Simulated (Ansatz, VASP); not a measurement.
One calculation of Pb, two programs

```
Pb
1.0
     2.73975   -4.73981    0.00000
     2.73975    4.73981    0.00000
     0.00000    0.00000    5.43129
Pb
4
Direct
  0.15862 0.84138 0.08764
  0.65862 0.34138 0.41236
  0.84138 0.15862 0.91236
  0.34138 0.65862 0.58764
```

Alike in both runs: functional PBEsol; k mesh 4 × 4 × 4; occupations gaussian, width 0.1 eV; no spin polarisation.

Ansatz relaxed the structure, and its values are those at the end. VASP's run is a single point on that final structure, the one shown.

|  | VASP | Ansatz |
| --- | --- | --- |
| version | VASP 6.6.1 | Ansatz 0.2.0 |
| potentials or method | VASP PAW PBE potentials, release 64 (Pb_d) | scalar-relativistic, plane waves, PAW |
| plane-wave cutoff (eV) | 520 | 420 |
| valence electrons in the cell | 56 | 56 |

```csv
,VASP,Ansatz,Ansatz less VASP
gap on the k mesh at the Fermi level (eV),none,none,-
pressure (GPa),0.0,0.0,+0.07
rms of the force components (eV/Å),0.012,0.012,-0.0001
```

A gap of «none» marks a metal or a gap that the smearing closes.

Caveats: the PAW data sets were made with another functional, which shifts forces and pressure a little (VASP). The runs have no spin-orbit coupling, so splittings on Pb are missing.
